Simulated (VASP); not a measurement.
# CoO: single point with PBE+D3(BJ)

Crystal: CoO.

```
Co O
1.0
     1.53950    0.88883    2.25742
    -1.53950    0.88883    2.25742
     0.00000   -1.77766    2.25742
Co O
1 1
Cartesian
  0.0000 0.0000 0.0000
  0.0000 0.0000 3.3861
```

Measurements of this composition are mostly on another form, of space group No. 225.

The cell isn't the ideal one: relaxed again under DFT PBE+D3(BJ), scalar-relativistic, plane waves, PAW.

```json
{
  "Program": "VASP 6.6.1",
  "Task": "single point",
  "Functional": "PBE",
  "Dispersion": "D3(BJ)",
  "Potentials or basis": "VASP PAW PBE potentials, release 64 (Co, O)",
  "Cutoff": "520 eV",
  "k mesh": "18 × 18 × 18",
  "Occupations": "gaussian, width 0.1 eV",
  "Spin": "collinear spin, typed start",
  "Starting moments": "[2.7, 0.34] μB",
  "Dipole correction": "no",
  "Further INCAR settings": "ALGO = Normal; EDIFF = 1e-06; NBANDS = 18"
}
```

The pressure is -0.7 GPa. The band gap on the k mesh is none (metal or under the smearing width) and the net moment is 2.76 μB per cell. The site moments are Co +2.45; O +0.27 μB, the valence electrons inside the program's atomic spheres are Co 7.87; O 4.99 and the dispersion energy per atom is -0.231 eV.

Stress tensor (GPa, compression positive):
```
-0.79  0.00  0.00
 0.00 -0.79  0.00
 0.00  0.00 -0.48
```

Levels at points of the mesh, in eV from the Fermi level:
Spin up:
```csv
k point,band 6,band 7,band 8,band 9,band 10,band 11,band 12,band 13
"(0.00, 0.00, 0.00)",-3.10,-3.10,-2.81,-2.73,1.27,16.91,17.60,17.60
"(0.50, 0.00, 0.00)",-2.24,-1.69,0.10,0.29,5.38,9.36,13.65,15.38
"(0.50, 0.50, 0.00)",-2.86,-2.31,-1.98,-1.95,6.19,10.00,12.14,15.43
"(0.50, 0.50, 0.50)",-2.17,-1.40,0.36,0.36,4.65,11.08,12.29,12.29
```
Spin down:
| k point | band 2 | band 3 | band 4 | band 5 | band 6 | band 7 | band 8 | band 9 | band 10 | band 11 |
| --- | --- | --- | --- | --- | --- | --- | --- | --- | --- | --- |
| (0.00, 0.00, 0.00) | -2.94 | -2.94 | -2.25 | -1.37 | -1.37 | -0.97 | 0.04 | 0.04 | 1.83 | 16.86 |
| (0.50, 0.00, 0.00) | -8.00 | -5.00 | -4.32 | -0.42 | -0.34 | 0.39 | 2.59 | 2.81 | 5.65 | 10.07 |
| (0.50, 0.50, 0.00) | -6.66 | -4.42 | -3.56 | -2.40 | 0.06 | 0.09 | 0.57 | 0.98 | 7.04 | 10.41 |
| (0.50, 0.50, 0.50) | -7.61 | -5.34 | -5.34 | 0.05 | 0.05 | 0.34 | 2.91 | 2.91 | 4.91 | 11.88 |

It took 4.5 min on 1 thread of AMD EPYC 9R45 96-Core Processor (Zen 5) (shared host), peak memory 0.37 GiB.

Caveat: a cell with one magnetic atom can't hold antiferromagnetic order, which such compounds often take; semilocal functionals often make such compounds metallic where correlation or magnetic order opens a gap, which also shifts bond lengths; pairwise dispersion overbinds metals, which lowers pressure and volume.
